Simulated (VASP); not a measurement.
Crystal: MoSe2.

```xyz
6
Lattice="3.2880 0.0000 0.0000 -1.6440 2.8475 0.0000 0.0000 0.0000 12.9000" Properties=species:S:1:pos:R:3 pbc="T T T"
Mo    0.0000    1.8983    3.2250
Mo    1.6440    0.9492    9.6750
Se    0.0000    1.8983    8.0625
Se    1.6440    0.9492    1.6125
Se    0.0000    1.8983   11.2875
Se    1.6440    0.9492    4.8375
```

```yaml
Program: VASP 6.6.1
Task: relaxation of cell and atoms
Functional: PBE
Dispersion: D3(BJ)
Potentials_or_basis: VASP PAW PBE potentials, release 64 (Mo_sv, Se)
Cutoff: 600 eV
k_mesh: 9 × 9 × 2
Occupations: gaussian, width 0.03 eV
Spin: no spin polarisation
```

At the start: pressure 4.5 GPa; volume 20.13 Å³/atom.

**Question.** How do energy, volume and symmetry change on relaxing?

**Answer.** Over 14 steps the energy falls by 24.1 meV/atom and the volume is 19.74 Å³/atom (-1.9 %); space group P6_3/mmc (No. 194, to 0.05 Å).

Step by step:
```
step  energy change (eV)  largest force (eV/Å)  pressure (GPa)  volume (Å³)
   1              0.0000                1.1441            4.52       120.78
   2              0.2308                1.2853           -9.26       130.92
   3             -0.1073                0.1481           -1.23       124.27
   4             -0.1075                0.1809           -1.04       124.14
   5             -0.1225                0.1168           -0.28       122.48
   6             -0.1232                0.0997           -0.06       122.02
   7             -0.1275                0.0908           -0.06       121.61
   8             -0.1379                0.0632           -0.04       120.35
   9             -0.1435                0.0013            0.20       117.83
  10             -0.1443                0.0241            0.12       118.56
  11             -0.1444                0.0212            0.12       118.46
  12             -0.1443                0.0191            0.13       118.39
  13             -0.1425                0.1161           -0.76       118.94
  14             -0.1444                0.0004            0.01       118.46
```

Final structure:
```yaml
crystal:
  lattice:
    - [3.27866, 0.00000, 0.00000]
    - [-1.63933, 2.83941, 0.00000]
    - [0.00000, 0.00000, 12.72501]
  atoms:
    - { symbol: Mo, position: [0.33333, 0.66667, 0.25000] }
    - { symbol: Mo, position: [0.66667, 0.33333, 0.75000] }
    - { symbol: Se, position: [0.33333, 0.66667, 0.61833] }
    - { symbol: Se, position: [0.66667, 0.33333, 0.11833] }
    - { symbol: Se, position: [0.33333, 0.66667, 0.88167] }
    - { symbol: Se, position: [0.66667, 0.33333, 0.38167] }
```
